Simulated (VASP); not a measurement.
# ZnO (P6_3/mmc) in VASP: further runs, part 2 of 2

VASP 6.6.1.

### Step 3. Dielectric tensor, LDA

The input, INCAR:

```
SYSTEM = ZnO
ALGO = Normal ; EDIFF = 1E-8
ENCUT = 520 ; GGA = CA
ISIF = 2 ; ISMEAR = 0
LASPH = .True. ; LCHARG = .False.
LEPSILON = .True. ; LREAL = .False.
LWAVE = .False. ; NELM = 100
PREC = Accurate ; SIGMA = 0.01
```

The input, KPOINTS:

```
k-points
0
Gamma
  6 6 3
  0 0 0
```

The input, POSCAR:

```
ZnO
1.0
    3.2879671587      0.0000000000      0.0000000000
   -1.6439835793      2.8474630862      0.0000000000
    0.0000000000      0.0000000000      7.1304413500
Zn O
2 2
Direct
    0.0000000000      0.0000000000      0.2500000000
    0.0000000000      0.0000000000      0.7500000000
    0.6666666667      0.3333333333      0.7500000000
    0.3333333333      0.6666666667      0.2500000000
```

Potentials or basis: VASP PAW LDA potentials, release 64 (Zn, O).

Command:

```bash
cat potpaw_LDA.64/Zn/POTCAR potpaw_LDA.64/O/POTCAR > POTCAR
mpirun -np 1 vasp_std > vasp.out
```

OUTCAR:

```text
SYSTEM = ZnO
   EDIFF = 1E-8
   ENCUT = 520
   GGA = CA
   ISIF = 2
   ISMEAR = 0
   LASPH = .True.
   LEPSILON = .True.
   LREAL = .False.
   NELM = 100
   PREC = Accurate

 Found     14 irreducible k-points:

 Following reciprocal coordinates:
            Coordinates               Weight
  0.000000  0.000000  0.000000      1.000000
  0.166667 -0.000000  0.000000      6.000000
  0.333333  0.000000  0.000000      6.000000
  0.500000  0.000000  0.000000      3.000000
  0.166667  0.166667  0.000000      6.000000
  0.333333  0.166667  0.000000     12.000000
   k-points           NKPTS =     14   k-points in BZ     NKDIM =     14   number of bands    NBANDS=     22
   number of dos      NEDOS =    301   number of ions     NIONS =      4
   total plane-waves  NPLWV =  31104
   dimension x,y,z NGX =    24 NGY =   24 NGZ =   54
   dimension x,y,z NGXF=    48 NGYF=   48 NGZF=  108
   ions per type =               2   2
   NGX,Y,Z   is equivalent  to a cutoff of  12.13, 12.13, 12.59 a.u.
   NGXF,Y,Z  is equivalent  to a cutoff of  24.27, 24.27, 25.18 a.u.
 SYSTEM =  ZnO
   PREC   = accura    normal or accurate (medium, high low for compatibility)
   ISTART =      0    job   : 0-new  1-cont  2-samecut
   ICHARG =      2    charge: 1-file 2-atom 10-const
   ISPIN  =      1    spin polarized calculation?
   LNONCOLLINEAR =      F non collinear calculations
   LSORBIT =      F    spin-orbit coupling
   LASPH  =      T    aspherical Exc in radial PAW
   ENCUT  =  520.0 eV  38.22 Ry    6.18 a.u.   6.11  6.11 13.26*2*pi/ulx,y,z
   NELM   =    100;   NELMIN=  2; NELMDL= -5     # of ELM steps
   EDIFF  = 0.1E-07   stopping-criterion for ELM
   LREAL  =      F    real-space projection
   EDIFFG = 0.1E-06   stopping-criterion for IOM
   NSW    =      0    number of steps for IOM
   IBRION =     -1    ionic relax: 0-MD 1-quasi-New 2-CG
   NFREE  =      0    steps in history (QN), initial steepest desc. (CG)
   ISIF   =      2    stress and relaxation
   ISYM   =      2    0-nonsym 1-usesym 2-fastsym
   POTIM  = 0.5000    time-step for ionic-motion
   TEBEG  =    0.0;   TEEND  =   0.0 temperature during run
[... 230 lines left out ...]
 Free energy of the ion-electron system (eV)
  ---------------------------------------------------
  ---------------------------------------------------
  free energy    TOTEN  =        -1.51916611 eV

  energy without entropy =       -1.51916611

------------------------ aborting loop because EDIFF is reached ----------------------------------------

--------------------------------------- Ionic step        2  -------------------------------------------

------------------------ aborting loop because EDIFF is reached ----------------------------------------

--------------------------------------- Ionic step        3  -------------------------------------------

 Free energy of the ion-electron system (eV)
  ---------------------------------------------------
  ---------------------------------------------------
  free energy    TOTEN  =        -0.38065571 eV

  energy without entropy =       -0.38065571

------------------------ aborting loop because EDIFF is reached ----------------------------------------

 PIEZOELECTRIC TENSOR FIELD DIRECTION 3  (e Angst)
 -----------------------------------------------------------------------------
     0.00053 -0.00000  0.00000           (  0.00001  0.00000  0.00000)
    -0.00000  0.00053  0.00000           (  0.00000  0.00001 -0.00000)
     0.00000  0.00000 -0.00048           (  0.00000 -0.00000 -0.00001)

 PIEZOELECTRIC TENSOR FIELD DIRECTION 3  (C/m^2)
 -----------------------------------------------------------------------------
     0.00013 -0.00000  0.00000
    -0.00000  0.00013  0.00000
     0.00000  0.00000 -0.00012

 MACROSCOPIC STATIC DIELECTRIC TENSOR (including local field effects in DFT)
 ------------------------------------------------------
           9.040791     0.000000     0.000000
           0.000000     9.040791     0.000000
          -0.000000     0.000000     2.900705
 ------------------------------------------------------

 PIEZOELECTRIC TENSOR (including local field effects)  for field in x, y, z        (e  Angst)
          XX          YY          ZZ          XY          YZ          ZX
  --------------------------------------------------------------------------------
  x     0.00000     0.00000     0.00000     0.00000     0.00000     0.00000
  y     0.00000     0.00000     0.00000     0.00000     0.00000     0.00000
  z     0.00000     0.00000     0.00000     0.00000     0.00000     0.00000

 PIEZOELECTRIC TENSOR (including local field effects)  for field in x, y, z        (C/m^2)
          XX          YY          ZZ          XY          YZ          ZX
  --------------------------------------------------------------------------------
  x     0.00000     0.00000     0.00000     0.00000     0.00000     0.00000
  y     0.00000     0.00000     0.00000     0.00000     0.00000     0.00000
  z     0.00000     0.00000     0.00000     0.00000     0.00000     0.00000

 BORN EFFECTIVE CHARGES (including local field effects) (in |e|, cummulative output)
 ---------------------------------------------------------------------------------
 ion    1
    1     2.74577     0.00000     0.00000
    2     0.00000     2.74577     0.00000
    3     0.00000     0.00000     0.86786
 ion    2
    1     2.74577     0.00000     0.00000
    2     0.00000     2.74577     0.00000
    3     0.00000    -0.00000     0.86786
 ion    3
    1    -2.74577    -0.00000     0.00000
    2    -0.00000    -2.74577     0.00000
    3     0.00000     0.00000    -0.86786
 ion    4
    1    -2.74577    -0.00000     0.00000
    2    -0.00000    -2.74577     0.00000
    3     0.00000     0.00000    -0.86786
```

stdout:

```text
POSCAR found type information on POSCAR ZnO
 POSCAR found :  2 types and       4 ions
 scaLAPACK will be used
 LDA part: xc-table for (Slater(with rela. corr.)+CA(PZ))
 , standard interpolation
 POSCAR, INCAR and KPOINTS ok, starting setup
 FFT: planning ... GRIDC
 FFT: planning ... GRID_SOFT
 FFT: planning ... GRID
 WAVECAR not read
 entering main loop
 Linear response reoptimize wavefunctions to high precision
 Linear response G [H, r] |phi>, progress :
  Direction:   1
 Linear response G [H, r] |phi>, progress :
  Direction:   2
 Linear response G [H, r] |phi>, progress :
  Direction:   3
 Linear response to external field (no local field effect), progress :
  Direction:   1
 dielectric tensor                  component  1 :     8.725    -0.866    -0.042
 Linear response to external field (no local field effect), progress :
  Direction:   2
 dielectric tensor                  component  2 :    -0.866     9.718    -0.018
 Linear response to external field (no local field effect), progress :
  Direction:   3
 dielectric tensor                  component  3 :    -0.042    -0.018     3.245
 Linear response to external field, progress :
  Direction:   1
 dielectric tensor                  component  1 :     9.041    -0.583    -0.027
 Linear response to external field, progress :
  Direction:   2
 dielectric tensor                  component  2 :    -0.583     9.041    -0.029
 Linear response to external field, progress :
  Direction:   3
 dielectric tensor                  component  3 :    -0.041    -0.018     2.901
 Born effective charges drift removed
```

Wall time 86 s (1 thread of Intel Xeon 6975P-C (Granite Rapids), shared host); peak memory 0.23 GiB.

These settings aren't checked as converged: the numbers below hold their error.

Results:

```yaml
Band_gap_on_the_k_mesh: 0.75 eV, direct
Electronic_dielectric_tensor_diagonal: 9.04, 9.04, 2.90
Born_charges_mean_of_the_diagonal: Zn +2.12; O -2.12 e
```
